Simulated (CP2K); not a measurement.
The system is Si2Mo.

```
CELL_PARAMETERS angstrom
4.53529 0.00000 0.00000
2.27744 3.92200 0.00000
-3.40636 -1.96100 2.26274
ATOMIC_POSITIONS crystal
Mo 0.00000 0.00000 0.00000
Si 0.66700 0.66700 0.00000
Si 0.33300 0.33300 0.00000
```

Base run:

| Item | Value |
| --- | --- |
| Program | CP2K 2026.2 |
| Functional | PBE |
| Potentials or basis | GTH_POTENTIALS Mo GTH-BLYP-q14, Si GTH-BLYP-q4; DZVP-MOLOPT-SR-GTH basis |
| Density cutoff | 6123 eV |
| k mesh | 12 × 12 × 12 |
| Occupations | fermi-dirac, width 0.05 eV |
| Spin | no spin polarisation |

Its results: band gap on the k mesh none (metal or under the smearing width); pressure 3.2 GPa; largest force 0.269 eV/Å.

Task: The run is repeated on the same cell with these changes: potentials or basis from GTH_POTENTIALS Mo GTH-BLYP-q14, Si GTH-BLYP-q4; DZVP-MOLOPT-SR-GTH basis to POTENTIAL_UZH Mo GTH-SCAN-q14, Si GTH-SCAN-q4; DZVP-MOLOPT-SR-GTH basis; potentials from Mo GTH-BLYP-q14 of GTH_POTENTIALS, Si GTH-BLYP-q4 of GTH_POTENTIALS to Mo GTH-SCAN-q14 of POTENTIAL_UZH, Si GTH-SCAN-q4 of POTENTIAL_UZH. What comes out?

Result: Band gap on the k mesh none (metal or under the smearing width); pressure 1.8 GPa; largest force 0.255 eV/Å.

Caveats: the potentials were made for another functional, which shifts forces and pressure; the basis of atomic orbitals isn't converged, which shifts pressures, moduli and gaps.
